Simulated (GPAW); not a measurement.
# SnTe (Fm-3m) in GPAW: further runs

One crystal, SnTe, is run at these levels: PBE, RPBE, GLLB-SC; tasks: dielectric tensor.

All numbers are computed with GPAW 26.7.0; they aren't measurements. Logs are shortened: lines on timing, memory, paths and dates and some standing lists are left out, and cuts for length are marked. The log counts tension as positive stress, the text compression.

**The experiment to reproduce.**

A printed reference work, textbook reports, for a bulk crystal of SnTe at 300 K: band gap 0.18 eV (direct).

The runs below are set against these values where they give the same quantity.

## (1) The structure

It takes space group Fm-3m (No. 225, cubic). Conventional cell: a = 6.302 Å, b = 6.302 Å, c = 6.302 Å, α = 90.00°, β = 90.00°, γ = 90.00°. Around Te (site symmetry m-3m) lie 6 Sn at 3.15 Å. Sn (site symmetry m-3m) is surrounded by 6 Te at 3.15 Å.

## (2) Dielectric tensor, PBE

The input, run.py:

```python
import numpy as np
from ase.dft.bandgap import bandgap
from ase.io import read, write
from gpaw import GPAW, PW
from gpaw.response.df import DielectricFunction

atoms = read('POSCAR')

calc = GPAW(mode=PW(400),
            xc='PBE',
            kpts={'size': (6, 6, 6), 'gamma': True},
            occupations={'name': 'fermi-dirac', 'width': 0.001},
            nbands=19,
            convergence={'density': 1e-06},
            maxiter=150,
            txt='gpaw.txt')
atoms.calc = calc
energy = atoms.get_potential_energy()
calc.write('gs.gpw')
write('result.traj', atoms)
print(f'Energy: {energy:.6f} eV')
print('Fermi level:', round(calc.get_fermi_level(), 4), 'eV')
print(f'Gap: {bandgap(calc)[0]:.4f} eV, direct: {bandgap(calc, direct=True)[0]:.4f} eV')

for size in [(18, 18, 18)]:
    name = 'x'.join(str(n) for n in size)
    dense = calc.fixed_density(kpts={'size': size, 'gamma': True},
                               nbands=36, convergence={'bands': 30, 'eigenstates': 1e-7},
                               update_fermi_level=True, txt=f'dense-{name}.txt')
    dense.write(f'{name}.gpw', mode='all')
    df = DielectricFunction(f'{name}.gpw', frequencies=np.array([0.0]), hilbert=False, eta=0.001,
                            ecut=80, nbands=30, intraband=False, txt=f'df-{name}.txt')
    for xc in ['RPA']:
        for direction in ['x', 'y', 'z', [0, 1, 1], [1, 0, 1], [1, 1, 0]]:
            e0, e = df.get_macroscopic_dielectric_constant(xc=xc, direction=direction)
            print(f'{name} {xc} {direction}: {e0:.4f} without, {e:.4f} with local fields')
```

The input, POSCAR:

```
SnTe
1.0
    0.0000000000      3.1508500000      3.1508500000
    3.1508500000      0.0000000000      3.1508500000
    3.1508500000      3.1508500000      0.0000000000
Te Sn
1 1
Direct
    0.5000000000      0.5000000000      0.5000000000
    0.0000000000      0.0000000000      0.0000000000
```

Potentials or basis: GPAW PAW data sets (gpaw-data 1.2.1), pw.

Started as:

```console
OMP_NUM_THREADS=1 python run.py
```

gpaw.txt:

```text
__  _  _
 | _ |_)|_||  |
 |__||  | ||/\| - 26.7.0

Input parameters:
  mode=PW(ecut=400.0),
  convergence={'density': 1e-06},
  kpts=MonkhorstPack(size=(6, 6, 6), gamma=True),
  maxiter=150,
  nbands=19,
  occupations=Occupations(name='fermi-dirac', width=0.001),
  xc=XC(name='PBE')

Diagonalizing LCAO Hamiltonian
Converting LCAO to pw mode

                 Te

       Sn

Atoms  # Å, Bohr magnetons
|   | symbol |        x |        y |        z |    initial magnetic moments |
|---|--------|----------|----------|----------|-----------------------------|
| 0 |     Te | 3.150850 | 3.150850 | 3.150850 | ( 0.0000,  0.0000,  0.0000) |
| 1 |     Sn | 0.000000 | 0.000000 | 0.000000 | ( 0.0000,  0.0000,  0.0000) |

Unit cell  # Å
| periodic |        x |        y |        z |  lengths |    angles |
|----------|----------|----------|----------|----------|-----------|
|      yes | 0.000000 | 3.150850 | 3.150850 | 4.455975 | 60.000000 |
|      yes | 3.150850 | 0.000000 | 3.150850 | 4.455975 | 60.000000 |
|      yes | 3.150850 | 3.150850 | 0.000000 | 4.455975 | 60.000000 |

Number of symmetries: 48
Symmetry operations  # r_c * U_cc + t_c -> r_c
|    | kind |            matrix            |
|----|------|------------------------------|
|  0 |  σ   |  1, 0, 0,  1, 0,-1,  1,-1, 0 |
|  1 |  C2  |  1, 0, 0,  1,-1, 0,  1, 0,-1 |
|  2 |  E   |  1, 0, 0,  0, 1, 0,  0, 0, 1 |
|  3 |  σ   |  1, 0, 0,  0, 0, 1,  0, 1, 0 |
|  4 |  C4  |  1, 0,-1,  1, 0, 0,  1,-1, 0 |
|  5 |  S6  |  1, 0,-1,  1,-1, 0,  1, 0, 0 |
|  6 |  σ   |  1, 0,-1,  0, 1,-1,  0, 0,-1 |
|  7 |  C3  |  1, 0,-1,  0, 0,-1,  0, 1,-1 |
|  8 |  S6  |  1,-1, 0,  1, 0, 0,  1, 0,-1 |
|  9 |  C4  |  1,-1, 0,  1, 0,-1,  1, 0, 0 |
| 10 |  C3  |  1,-1, 0,  0,-1, 1,  0,-1, 0 |
| 11 |  σ   |  1,-1, 0,  0,-1, 0,  0,-1, 1 |
| 12 |  σ   |  0, 1, 0,  1, 0, 0,  0, 0, 1 |
| 13 |  C4  |  0, 1, 0,  0, 1,-1, -1, 1, 0 |
| 14 |  C3  |  0, 1, 0,  0, 0, 1,  1, 0, 0 |
| 15 |  S6  |  0, 1, 0, -1, 1, 0,  0, 1,-1 |
| 16 |  C2  |  0, 1,-1,  1, 0,-1,  0, 0,-1 |
| 17 |  σ   |  0, 1,-1,  0, 1, 0, -1, 1, 0 |
| 18 |  S4  |  0, 1,-1,  0, 0,-1,  1, 0,-1 |
| 19 |  C4  |  0, 1,-1, -1, 1, 0,  0, 1, 0 |
| 20 |  C3  |  0, 0, 1,  1, 0, 0,  0, 1, 0 |
| 21 |  σ   |  0, 0, 1,  0, 1, 0,  1, 0, 0 |
| 22 |  S6  |  0, 0, 1,  0,-1, 1, -1, 0, 1 |
| 23 |  C4  |  0, 0, 1, -1, 0, 1,  0,-1, 1 |
| 24 |  S4  |  0, 0,-1,  1, 0,-1,  0, 1,-1 |
| 25 |  C3  |  0, 0,-1,  0, 1,-1,  1, 0,-1 |
| 26 |  C2  |  0, 0,-1,  0,-1, 0, -1, 0, 0 |
| 27 |  S6  |  0, 0,-1, -1, 0, 0,  0,-1, 0 |
| 28 |  S4  |  0,-1, 1,  1,-1, 0,  0,-1, 0 |
| 29 |  C4  |  0,-1, 1,  0, 0, 1, -1, 0, 1 |
| 30 |  C2  |  0,-1, 1,  0,-1, 0,  1,-1, 0 |
| 31 |  σ   |  0,-1, 1, -1, 0, 1,  0, 0, 1 |
| 32 |  C3  |  0,-1, 0,  1,-1, 0,  0,-1, 1 |
| 33 |  S6  |  0,-1, 0,  0, 0,-1, -1, 0, 0 |
| 34 |  S4  |  0,-1, 0,  0,-1, 1,  1,-1, 0 |
| 35 |  C2  |  0,-1, 0, -1, 0, 0,  0, 0,-1 |
| 36 |  C2  | -1, 1, 0,  0, 1, 0,  0, 1,-1 |
| 37 |  S6  | -1, 1, 0,  0, 1,-1,  0, 1, 0 |
| 38 |  S4  | -1, 1, 0, -1, 0, 1, -1, 0, 0 |
| 39 |  C3  | -1, 1, 0, -1, 0, 0, -1, 0, 1 |
| 40 |  S6  | -1, 0, 1,  0, 0, 1,  0,-1, 1 |
| 41 |  C2  | -1, 0, 1,  0,-1, 1,  0, 0, 1 |
| 42 |  C3  | -1, 0, 1, -1, 1, 0, -1, 0, 0 |
| 43 |  S4  | -1, 0, 1, -1, 0, 0, -1, 1, 0 |
| 44 |  C2  | -1, 0, 0,  0, 0,-1,  0,-1, 0 |
| 45 |  i   | -1, 0, 0,  0,-1, 0,  0, 0,-1 |
| 46 |  σ   | -1, 0, 0, -1, 1, 0, -1, 0, 1 |
| 47 |  C2  | -1, 0, 0, -1, 0, 1, -1, 1, 0 |

BZ-sampling:
  Number of BZ points: 216
  Number of IBZ points: 16

  Monkhorst-Pack size: [6, 6, 6]
  Monkhorst-Pack shift: [0.08333333333333333, 0.08333333333333333, 0.08333333333333333]

K-points  # in reciprocal-cell coordinates
|     |                                coordinates |     weight |
|-----|--------------------------------------------|------------|
|   0 | (  0.00000000,   0.00000000,   0.00000000) | 0.00462963 |
|   1 | (  0.16666667,   0.16666667,   0.00000000) | 0.02777778 |
|   2 | (  0.16666667,   0.16666667,   0.16666667) | 0.03703704 |
|   3 | (  0.33333333,   0.16666667,   0.16666667) | 0.05555556 |
|   4 | (  0.33333333,   0.33333333,  -0.33333333) | 0.05555556 |
|   5 | (  0.33333333,   0.33333333,   0.00000000) | 0.02777778 |
|   6 | (  0.33333333,   0.33333333,   0.16666667) | 0.11111111 |
|   7 | (  0.33333333,   0.33333333,   0.33333333) | 0.03703704 |
|   8 | (  0.50000000,   0.33333333,  -0.33333333) | 0.11111111 |
|   9 | (  0.50000000,   0.33333333,  -0.16666667) | 0.05555556 |
| ... |                                            |            |
|  15 | (  0.50000000,   0.50000000,   0.50000000) | 0.01851852 |

Plane wave coefficients: 1158
Cutoff: 400.0 eV

Spin-components: 1 (collinear spins)
Bands:           19
Projectors:      11
Spin-degeneracy: 2
Datatype:        complex128

Parallelization:
  kpt:    1
  domain: 1
  band:   1

Density:
  Valence electrons: 20.0
  Components: 1
  Grid points: [21 21 21]
  Charge: 0.0  # |e|

Potential:
  Grid points: [21 21 21]

species:
  Te:
    name:    Tellurium
    Z:       52.0
    valence: 6
    core:    46
    charge:  0.0  # [|e|]
    compensation charges:
      type: gauss
      rc: 0.36  # [Å]
      lmax: 2
    cutoffs:
      filter: 2.09  # [Å]
      core: 3.17  # [Å]
    projectors
    | kind |    occ | energy [eV] | rcut [Å] |
    |------|--------|-------------|----------|
    |   5s |  2.000 |     -15.089 |    1.180 |
    |   5p |  4.000 |      -5.955 |    1.196 |
    |    s |        |      12.123 |    1.180 |
    |    p |        |      21.256 |    1.196 |
    |    d |        |       0.000 |    1.238 |

    Using partial waves for Te as LCAO basis

  Sn:
    name:    Tin
    Z:       50.0
    valence: 14
    core:    36
    charge:  0.0  # [|e|]
    compensation charges:
      type: gauss
      rc: 0.38  # [Å]
      lmax: 2
    cutoffs:
      filter: 2.23  # [Å]
      core: 2.35  # [Å]
    projectors
    | kind |    occ | energy [eV] | rcut [Å] |
    |------|--------|-------------|----------|
    |   5s |  2.000 |     -10.538 |    1.201 |
    |   5p |  2.000 |      -3.696 |    1.270 |
    |   4d | 10.000 |     -25.845 |    1.185 |
    |    s |        |      16.674 |    1.201 |
    |    p |        |      23.515 |    1.270 |
    |    d |        |       1.367 |    1.185 |

    Using partial waves for Sn as LCAO basis

Reference energy: -352801.376741  # eV

eigensolver:
  PPCG
  Converge bands: occupied
  niter=2

density mixing:
  MSR1-Mixer
  Pratt-step length: 0.05
  Maximum mixing coefficient: 0.75
  Old densities: 10
  SVD Regularization: 0.005
  Good broyden scale: 1.0
  Trust region scale: 1.0
  Backstep threshold: 4.0
  History deletion threshold: 6.0
  Fourier metric: weight=20.0, sigma=0.015

occupation numbers:
  Fermi-Dirac:
    width: 0.0010  # eV

poisson solver:
  ecut: 3200.0  # eV

xc functional:
  name: PBE with 2 nearest neighbor stencil

convergence criteria:
- Maximum integral of absolute [dens]ity change: 1e-06 electrons / valence electron
- Maximum [total energy] change in last 3 cyles: 0.0005 eV / valence electron
- Maximum integral of absolute [eigenst]ate change: 4e-08 eV^2 / valence electron
maximum number of iterations: 150

SCF iterations
|iter     | |      energy | eigst |  dens |
|---------|-|-------------|-------|-------|
|iter:   1| |   -7.719184 | -0.23 |       |
|iter:   2| |   -7.712556 | -2.40 | -1.48 |
|iter:   3| |   -7.680966 | -2.76 | -1.52 |
|iter:   4| |   -7.682108 | -4.26 | -2.12 |
|iter:   5| |   -7.682302c| -4.94 | -2.62 |
|iter:   6| |   -7.682308c| -6.33 | -3.34 |
|iter:   7| |   -7.682309c| -7.63c| -4.17 |
|iter:   8| |   -7.682309c| -7.64c| -4.68 |
|iter:   9| |   -7.682309c| -8.24c| -5.78 |
|iter:  10| |   -7.682309c| -8.79c| -6.40c|

Converged in 10 steps
Energy contributions relative to reference atoms: (reference = -352801.376741)

Energy contributions:
  Kinetic:          16.357626
  Coulomb:         -16.340497
  Zero:              0.240096
  External:          0.000000
  Xc:               -7.939534
  Entropy:          -0.000000
  Spinorbit:         0.000000
  ----------------------------
  Free energy:      -7.682309
  Extrapolated:     -7.682309

dipole moment: (-21.370590, -21.370590, -21.370590)  # |e|*Ang

Fermi level: 6.504
Eigenvalues  # (at kpt = [0.000, 0.000, 0.000])
| band index |      eig [eV] | occ [0-2] |
|------------|---------------|-----------|
|          0 |       -15.421 |     2.000 |
|        ... |               |           |
|          2 |       -15.413 |     2.000 |
|          3 |       -15.413 |     2.000 |
|          4 |       -15.413 |     2.000 |
|          5 |        -6.331 |     2.000 |
|          6 |         1.796 |     2.000 |
|          7 |         4.307 |     2.000 |
[... 9 lines left out ...]
|         17 |        13.378 |     0.000 |
|         18 |        13.378 |     0.000 |

Gap: 0.104 eV
Transition (v -> c):
  (s=0, k=15, n=9, [0.50, 0.50, 0.50]) -> (s=0, k=15, n=10, [0.50, 0.50, 0.50])
No difference between direct/indirect transitions
# Writing to gs.gpw (mode='')
```

Run time: 3.5 min. Hardware: 1 thread of Intel Xeon at 2.60GHz (Ice Lake), shared host; peak memory 0.46 GiB.

Results:

- Free energy: -7.6823 eV
- Band gap on the k mesh: 0.10 eV, direct
- Electronic dielectric tensor (diagonal): 76.45

Electronic dielectric tensor:
```
76.45  0.00  0.00
 0.00 76.45  0.00
 0.00  0.00 76.45
```

Caveat: the gap is small at this level, which inflates the dielectric constant; the long-wavelength limit can be off by a per cent or two; spin-orbit coupling is left out, which moves the levels of the heavy elements.

## (3) Dielectric tensor, RPBE

Changes to run.py since step 2:

```diff
@@ -9,3 +9,3 @@
 calc = GPAW(mode=PW(400),
-            xc='PBE',
+            xc='RPBE',
             kpts={'size': (6, 6, 6), 'gamma': True},
```

POSCAR is that of step 2.

Potentials or basis: the program's PAW data sets (release 1.2.1) made for this functional, pw.

Started as:

```console
OMP_NUM_THREADS=1 python run.py
```

gpaw.txt:

```text
__  _  _
 | _ |_)|_||  |
 |__||  | ||/\| - 26.7.0

Input parameters:
  mode=PW(ecut=400.0),
  convergence={'density': 1e-06},
  kpts=MonkhorstPack(size=(6, 6, 6), gamma=True),
  maxiter=150,
  nbands=19,
  occupations=Occupations(name='fermi-dirac', width=0.001),
  xc=XC(name='RPBE')

Diagonalizing LCAO Hamiltonian
Converting LCAO to pw mode

                 Te

       Sn

Atoms  # Å, Bohr magnetons
|   | symbol |        x |        y |        z |    initial magnetic moments |
|---|--------|----------|----------|----------|-----------------------------|
| 0 |     Te | 3.150850 | 3.150850 | 3.150850 | ( 0.0000,  0.0000,  0.0000) |
| 1 |     Sn | 0.000000 | 0.000000 | 0.000000 | ( 0.0000,  0.0000,  0.0000) |

Unit cell  # Å
| periodic |        x |        y |        z |  lengths |    angles |
|----------|----------|----------|----------|----------|-----------|
|      yes | 0.000000 | 3.150850 | 3.150850 | 4.455975 | 60.000000 |
|      yes | 3.150850 | 0.000000 | 3.150850 | 4.455975 | 60.000000 |
|      yes | 3.150850 | 3.150850 | 0.000000 | 4.455975 | 60.000000 |

Number of symmetries: 48
Symmetry operations  # r_c * U_cc + t_c -> r_c
|    | kind |            matrix            |
|----|------|------------------------------|
|  0 |  σ   |  1, 0, 0,  1, 0,-1,  1,-1, 0 |
|  1 |  C2  |  1, 0, 0,  1,-1, 0,  1, 0,-1 |
|  2 |  E   |  1, 0, 0,  0, 1, 0,  0, 0, 1 |
|  3 |  σ   |  1, 0, 0,  0, 0, 1,  0, 1, 0 |
|  4 |  C4  |  1, 0,-1,  1, 0, 0,  1,-1, 0 |
|  5 |  S6  |  1, 0,-1,  1,-1, 0,  1, 0, 0 |
|  6 |  σ   |  1, 0,-1,  0, 1,-1,  0, 0,-1 |
|  7 |  C3  |  1, 0,-1,  0, 0,-1,  0, 1,-1 |
|  8 |  S6  |  1,-1, 0,  1, 0, 0,  1, 0,-1 |
|  9 |  C4  |  1,-1, 0,  1, 0,-1,  1, 0, 0 |
| 10 |  C3  |  1,-1, 0,  0,-1, 1,  0,-1, 0 |
| 11 |  σ   |  1,-1, 0,  0,-1, 0,  0,-1, 1 |
| 12 |  σ   |  0, 1, 0,  1, 0, 0,  0, 0, 1 |
| 13 |  C4  |  0, 1, 0,  0, 1,-1, -1, 1, 0 |
| 14 |  C3  |  0, 1, 0,  0, 0, 1,  1, 0, 0 |
| 15 |  S6  |  0, 1, 0, -1, 1, 0,  0, 1,-1 |
| 16 |  C2  |  0, 1,-1,  1, 0,-1,  0, 0,-1 |
| 17 |  σ   |  0, 1,-1,  0, 1, 0, -1, 1, 0 |
| 18 |  S4  |  0, 1,-1,  0, 0,-1,  1, 0,-1 |
| 19 |  C4  |  0, 1,-1, -1, 1, 0,  0, 1, 0 |
| 20 |  C3  |  0, 0, 1,  1, 0, 0,  0, 1, 0 |
| 21 |  σ   |  0, 0, 1,  0, 1, 0,  1, 0, 0 |
| 22 |  S6  |  0, 0, 1,  0,-1, 1, -1, 0, 1 |
| 23 |  C4  |  0, 0, 1, -1, 0, 1,  0,-1, 1 |
| 24 |  S4  |  0, 0,-1,  1, 0,-1,  0, 1,-1 |
| 25 |  C3  |  0, 0,-1,  0, 1,-1,  1, 0,-1 |
| 26 |  C2  |  0, 0,-1,  0,-1, 0, -1, 0, 0 |
| 27 |  S6  |  0, 0,-1, -1, 0, 0,  0,-1, 0 |
| 28 |  S4  |  0,-1, 1,  1,-1, 0,  0,-1, 0 |
| 29 |  C4  |  0,-1, 1,  0, 0, 1, -1, 0, 1 |
| 30 |  C2  |  0,-1, 1,  0,-1, 0,  1,-1, 0 |
| 31 |  σ   |  0,-1, 1, -1, 0, 1,  0, 0, 1 |
| 32 |  C3  |  0,-1, 0,  1,-1, 0,  0,-1, 1 |
| 33 |  S6  |  0,-1, 0,  0, 0,-1, -1, 0, 0 |
| 34 |  S4  |  0,-1, 0,  0,-1, 1,  1,-1, 0 |
| 35 |  C2  |  0,-1, 0, -1, 0, 0,  0, 0,-1 |
| 36 |  C2  | -1, 1, 0,  0, 1, 0,  0, 1,-1 |
| 37 |  S6  | -1, 1, 0,  0, 1,-1,  0, 1, 0 |
| 38 |  S4  | -1, 1, 0, -1, 0, 1, -1, 0, 0 |
| 39 |  C3  | -1, 1, 0, -1, 0, 0, -1, 0, 1 |
| 40 |  S6  | -1, 0, 1,  0, 0, 1,  0,-1, 1 |
| 41 |  C2  | -1, 0, 1,  0,-1, 1,  0, 0, 1 |
| 42 |  C3  | -1, 0, 1, -1, 1, 0, -1, 0, 0 |
| 43 |  S4  | -1, 0, 1, -1, 0, 0, -1, 1, 0 |
| 44 |  C2  | -1, 0, 0,  0, 0,-1,  0,-1, 0 |
| 45 |  i   | -1, 0, 0,  0,-1, 0,  0, 0,-1 |
| 46 |  σ   | -1, 0, 0, -1, 1, 0, -1, 0, 1 |
| 47 |  C2  | -1, 0, 0, -1, 0, 1, -1, 1, 0 |

BZ-sampling:
  Number of BZ points: 216
  Number of IBZ points: 16

  Monkhorst-Pack size: [6, 6, 6]
  Monkhorst-Pack shift: [0.08333333333333333, 0.08333333333333333, 0.08333333333333333]

K-points  # in reciprocal-cell coordinates
|     |                                coordinates |     weight |
|-----|--------------------------------------------|------------|
|   0 | (  0.00000000,   0.00000000,   0.00000000) | 0.00462963 |
|   1 | (  0.16666667,   0.16666667,   0.00000000) | 0.02777778 |
|   2 | (  0.16666667,   0.16666667,   0.16666667) | 0.03703704 |
|   3 | (  0.33333333,   0.16666667,   0.16666667) | 0.05555556 |
|   4 | (  0.33333333,   0.33333333,  -0.33333333) | 0.05555556 |
|   5 | (  0.33333333,   0.33333333,   0.00000000) | 0.02777778 |
|   6 | (  0.33333333,   0.33333333,   0.16666667) | 0.11111111 |
|   7 | (  0.33333333,   0.33333333,   0.33333333) | 0.03703704 |
|   8 | (  0.50000000,   0.33333333,  -0.33333333) | 0.11111111 |
|   9 | (  0.50000000,   0.33333333,  -0.16666667) | 0.05555556 |
| ... |                                            |            |
|  15 | (  0.50000000,   0.50000000,   0.50000000) | 0.01851852 |

Plane wave coefficients: 1158
Cutoff: 400.0 eV

Spin-components: 1 (collinear spins)
Bands:           19
Projectors:      11
Spin-degeneracy: 2
Datatype:        complex128

Parallelization:
  kpt:    1
  domain: 1
  band:   1

Density:
  Valence electrons: 20.0
  Components: 1
  Grid points: [21 21 21]
  Charge: 0.0  # |e|

Potential:
  Grid points: [21 21 21]

species:
  Te:
    name:    Tellurium
    Z:       52.0
    valence: 6
    core:    46
    charge:  0.0  # [|e|]
    compensation charges:
      type: gauss
      rc: 0.36  # [Å]
      lmax: 2
    cutoffs:
      filter: 2.09  # [Å]
      core: 3.17  # [Å]
    projectors
    | kind |    occ | energy [eV] | rcut [Å] |
    |------|--------|-------------|----------|
    |   5s |  2.000 |     -15.026 |    1.180 |
    |   5p |  4.000 |      -5.917 |    1.196 |
    |    s |        |      12.185 |    1.180 |
    |    p |        |      21.294 |    1.196 |
    |    d |        |       0.000 |    1.238 |

    Using partial waves for Te as LCAO basis

  Sn:
    name:    Tin
    Z:       50.0
    valence: 14
    core:    36
    charge:  0.0  # [|e|]
    compensation charges:
      type: gauss
      rc: 0.38  # [Å]
      lmax: 2
    cutoffs:
      filter: 2.23  # [Å]
      core: 2.35  # [Å]
    projectors
    | kind |    occ | energy [eV] | rcut [Å] |
    |------|--------|-------------|----------|
    |   5s |  2.000 |     -10.465 |    1.201 |
    |   5p |  2.000 |      -3.644 |    1.270 |
    |   4d | 10.000 |     -25.852 |    1.185 |
    |    s |        |      16.747 |    1.201 |
    |    p |        |      23.567 |    1.270 |
    |    d |        |       1.359 |    1.185 |

    Using partial waves for Sn as LCAO basis

Reference energy: -352819.508013  # eV

eigensolver:
  PPCG
  Converge bands: occupied
  niter=2

density mixing:
  MSR1-Mixer
  Pratt-step length: 0.05
  Maximum mixing coefficient: 0.75
  Old densities: 10
  SVD Regularization: 0.005
  Good broyden scale: 1.0
  Trust region scale: 1.0
  Backstep threshold: 4.0
  History deletion threshold: 6.0
  Fourier metric: weight=20.0, sigma=0.015

occupation numbers:
  Fermi-Dirac:
    width: 0.0010  # eV

poisson solver:
  ecut: 3200.0  # eV

xc functional:
  name: RPBE with 2 nearest neighbor stencil

convergence criteria:
- Maximum integral of absolute [dens]ity change: 1e-06 electrons / valence electron
- Maximum [total energy] change in last 3 cyles: 0.0005 eV / valence electron
- Maximum integral of absolute [eigenst]ate change: 4e-08 eV^2 / valence electron
maximum number of iterations: 150

SCF iterations
|iter     | |      energy | eigst |  dens |
|---------|-|-------------|-------|-------|
|iter:   1| |   -6.982371 | -0.21 |       |
|iter:   2| |   -6.976155 | -2.36 | -1.48 |
|iter:   3| |   -6.948339 | -2.69 | -1.51 |
|iter:   4| |   -6.950549 | -4.13 | -2.11 |
|iter:   5| |   -6.950937c| -4.74 | -2.59 |
|iter:   6| |   -6.950947c| -6.04 | -3.29 |
|iter:   7| |   -6.950947c| -7.40 | -4.18 |
|iter:   8| |   -6.950947c| -7.46c| -4.69 |
|iter:   9| |   -6.950947c| -8.12c| -5.61 |
|iter:  10| |   -6.950947c| -8.61c| -6.29c|

Converged in 10 steps
Energy contributions relative to reference atoms: (reference = -352819.508013)

Energy contributions:
  Kinetic:          18.052831
  Coulomb:         -17.834303
  Zero:              0.241978
  External:          0.000000
  Xc:               -7.411453
  Entropy:          -0.000000
  Spinorbit:         0.000000
  ----------------------------
  Free energy:      -6.950947
  Extrapolated:     -6.950947

dipole moment: (-21.314782, -21.314782, -21.314782)  # |e|*Ang

Fermi level: 6.649
Eigenvalues  # (at kpt = [0.000, 0.000, 0.000])
| band index |      eig [eV] | occ [0-2] |
|------------|---------------|-----------|
|          0 |       -15.375 |     2.000 |
|        ... |               |           |
|          2 |       -15.370 |     2.000 |
|          3 |       -15.370 |     2.000 |
|          4 |       -15.370 |     2.000 |
|          5 |        -6.203 |     2.000 |
|          6 |         1.971 |     2.000 |
|          7 |         4.408 |     2.000 |
[... 9 lines left out ...]
|         17 |        13.457 |     0.000 |
|         18 |        13.496 |     0.000 |

Gap: 0.083 eV
Transition (v -> c):
  (s=0, k=15, n=9, [0.50, 0.50, 0.50]) -> (s=0, k=15, n=10, [0.50, 0.50, 0.50])
No difference between direct/indirect transitions
# Writing to gs.gpw (mode='')
```

Run time: 3.3 min. Hardware: 1 thread of Intel Xeon at 2.60GHz (Ice Lake), shared host; peak memory 0.46 GiB.

What came out:

```
Free energy                             : -6.9509 eV
Band gap on the k mesh                  : 0.08 eV, direct
Electronic dielectric tensor (diagonal) : 91.17
```

Electronic dielectric tensor:
```
91.17  0.00  0.00
 0.00 91.17  0.00
 0.00  0.00 91.17
```

Caveat: the gap is small at this level, which inflates the dielectric constant; the long-wavelength limit can be off by a per cent or two; spin-orbit coupling is left out, which moves the levels of the heavy elements.

(Part 1 of 2 ends here.)
